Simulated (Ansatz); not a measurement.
Runs of Ansatz 0.2.0 on Os. It takes space group P6_3/mmc (No. 194, hexagonal). Conventional cell: a = 2.734 Å, b = 2.734 Å, c = 4.320 Å, α = 90.00°, β = 90.00°, γ = 120.00°. Os (site symmetry -6m2) has 12 Os at 2.68 to 2.73 Å as nearest neighbours. 

```csv
task,level,cell,smearing,points for each segment of the path,gap on the mesh (eV),pressure (GPa),relaxed volume (Å³/atom)
relaxation of cell and atoms,PBE+D4,relaxed,fermi-dirac 0.05 eV,-,none,0.0,(a)
relaxation of cell and atoms,PBEsol,relaxed,fermi-dirac 0.05 eV,-,none,0.0,13.89
relaxation of cell and atoms,RPBE+D4,relaxed,fermi-dirac 0.05 eV,-,none,0.0,13.96
relaxation of cell and atoms,PBEsol+D3(BJ),relaxed,fermi-dirac 0.05 eV,-,none,0.0,13.65
band structure,PBEsol,as given,fermi-dirac 0.05 eV,14,none,-2.7,-
single point,PBE,as given,gaussian 0.012 eV,-,none,8.8,-
relaxation of cell and atoms,PBEsol+D4,relaxed,fermi-dirac 0.05 eV,-,none,0.0,(b)
single point,PBE,as given,gaussian 0.026 eV,-,none,8.8,-
```

Alike in all rows: potentials or basis Ansatz PAW; no spin polarisation; k mesh 11 × 11 × 6; cutoff (eV) 420.

Question: Estimate the missing entries.

Answer: (a) 14.03; (b) 13.76.

Caveats: the plane-wave basis is chosen anew once the cell has moved, so the energies of steps on either side of that aren't comparable (some runs); the PAW data sets come from PBE, with cores solved anew for the run's functional, which leaves a small shift of forces and pressure (some runs); pairwise dispersion overbinds metals, which lowers pressure and volume (some runs); spin-orbit coupling is left out, which moves the levels of the heavy elements (some runs).

A k mesh can miss the band edges, and the runs leave out spin-orbit coupling on Os.

A gap of «none» marks a metal or a gap under the smearing width.
